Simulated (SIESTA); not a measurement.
The system is SnSe.

```
Sn Se
1.0
    11.42000    0.00000    0.00000
     0.00000    4.19000    0.00000
     0.00000    0.00000    4.46000
Sn Se
4 4
Direct
  0.87700 0.75000 0.90900
  0.62300 0.25000 0.40900
  0.37700 0.75000 0.59100
  0.12300 0.25000 0.09100
  0.64300 0.75000 0.98400
  0.85700 0.25000 0.48400
  0.14300 0.75000 0.51600
  0.35700 0.25000 0.01600
```

Base run:

- Program: SIESTA 5.4.2
- Functional: vdW-DF-C09
- Potentials or basis: PseudoDojo 0.4 standard (PBE files)
- Basis: DZP (energy shift 0.002 Ry)
- Grid cutoff: 500 Ry
- Energy shift: 0.002 Ry
- k mesh: 3 × 6 × 6
- Occupations: fermi-dirac, width 0.05 eV
- Spin: no spin polarisation

Its results: band gap on the k mesh 0.55 eV, indirect (least direct gap 0.73 eV); pressure 2.6 GPa; largest force 0.757 eV/Å.

The run is repeated on the same cell with these changes: functional from vdW-DF-C09 to PBE; potentials or basis from PseudoDojo 0.4 standard (PBE files) to SG15 1.2 NC or PseudoDojo by element (PBE files); valence electrons from 120 to 80. What comes out?

Band gap on the k mesh 0.54 eV, indirect (least direct gap 0.74 eV); pressure 3.6 GPa; largest force 0.573 eV/Å.

Caveats: semicore shells carry a single zeta, which can move pressures by several GPa and volumes by a few percent; spin-orbit coupling is left out, which moves the levels of the heavy elements; the basis of atomic orbitals isn't converged, which shifts pressures, moduli and gaps; the potentials were made for another functional, which shifts forces and pressure (some runs).
